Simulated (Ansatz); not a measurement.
**MgS, a known structure type with other elements, at an estimated volume**

```xyz
16
Lattice="7.8356 0.0000 0.0000 -1.4029 6.1301 0.0000 -0.0147 -1.6485 6.2479" Properties=species:S:1:pos:R:3 pbc="T T T"
S     0.8002    2.2634    3.1513
S     5.6178    2.2182    3.0966
Mg    0.2118    4.3532    2.1428
Mg    6.2063    0.1284    4.1050
S     1.1664    3.3935    5.0932
S     5.2517    1.0881    1.1547
Mg    0.2439    0.9146    1.1864
Mg    6.1741    3.5670    5.0615
Mg    3.3080    0.1801    4.2647
Mg    3.1100    4.3015    1.9832
S     1.1545    0.2885    4.2832
S     5.2636    4.1931    1.9647
S     0.8508    1.4579    6.1156
S     5.5673    3.0237    0.1323
Mg    3.3222    3.4832    5.1187
Mg    3.0958    0.9984    1.1292
```

The numbers come from plane-wave PAW DFT (Ansatz): r2SCAN, no spin polarisation, 500 eV, 3×3×3 (shifted by 0.5, 0.5, 0 steps) k points, fermi-dirac occupations (width 0.0681 eV). Nothing was relaxed.

Where is the largest force?

The largest is on S11 (and as large on other atoms): 3.70 eV/Å, components (-2.37, -2.76, -0.70). It makes 127° with the line to a nearest neighbour, Mg9 at 2.16 Å.

What happens at the Fermi level?

It is a metal, with about 8.6 states/eV a cell as the mean within 0.25 eV of the Fermi level, mostly S p (53 %) and Mg s (26 %).

What do density and ELF say about some of the short contacts?

Mg–S at 2.16 Å: least valence density 0.41 e/Å³ and ELF 0.17 there. Mg–Mg at 2.85 Å: least valence density 0.12 e/Å³ and ELF 0.54 there. S–S at 2.19 Å is left out, since its least density falls inside a PAW sphere. These are pseudo-fields; inside the PAW spheres they differ from the all-electron ones.

Is the cell too large or too small?

The pressure is 12.3 GPa (compression positive), so with the atoms held at these fractions the cell would first expand; the forces are large, so a full relaxation may end otherwise. The principal stresses 9.4, 13.1, 14.3 GPa differ, so its shape would change too.

What is the formation energy?

0.22 eV an atom against the elements' usual phases (free molecules for gases, crystals otherwise, with no correction for O₂ or N₂), so at this geometry it isn't bound against them. Relaxing would lower it.

Origin: a known structure type with other elements, at an estimated volume, so it need not be a known compound. Caveats: many states at the Fermi level without spin polarisation, so a magnetic state may lie lower; the k mesh is coarse if the cell is a metal; atoms or cell far from equilibrium.
